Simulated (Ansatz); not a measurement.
## Al3Cu: pressure against volume

Al3Cu, P4/mmm, a = 2.780 Å, c = 7.603 Å. The structure is a Materials Project entry; whether it is the stable form wasn't checked. Ansatz: PBEsol, PAW, 420 eV, Γ-centred 16×16×6 mesh on 4 atoms, Gaussian smearing 0.10 eV; no spin polarisation. Shape and atoms are relaxed at each volume; pressure is positive in compression.

| V (Å³/atom) | P (GPa) |
| --- | --- |
| 12.924 | ? |
| 13.365 | 11.59 |
| 13.805 | 7.06 |
| 14.246 | 3.23 |
| 14.686 | -0.01 |
| 15.127 | -2.76 |
| 15.568 | -5.06 |
| 16.155 | -7.56 |

Take V0 = 14.686 Å³/atom, count pressures from its P0 = -0.01 GPa, fit the third-order Birch–Murnaghan form to the other rows, and predict the missing pressure.

With the Eulerian strain f = ½[(V0/V)^(2/3) − 1] and y = (P − P0)/[3f(1 + 2f)^(5/2)], the form is the line y = B0 + 1.5 B0 (B0′ − 4) f. Rows (f, y): 0.03243, 101.9; 0.02105, 101.0; 0.01024, 100.3; -0.00977, 98.6; -0.01907, 97.3; -0.03079, 95.8. Means f = 0.0006817, y = 99.150; Σ(Δf)² = 0.003004, ΣΔfΔy = 0.2837; the slope is their ratio. y = 99.09 + 94.44 f GPa, so B0 = 99.1 GPa and B0′ = 4 + 2 × (94.44)/(3 × 99.09) = 4.64. At V = 12.924, f = 0.04447, y = 103.29 and P = 17.04 GPa. The run gave 16.93 GPa, so the fit is 0.11 GPa too high, a small miss on the scale of the series.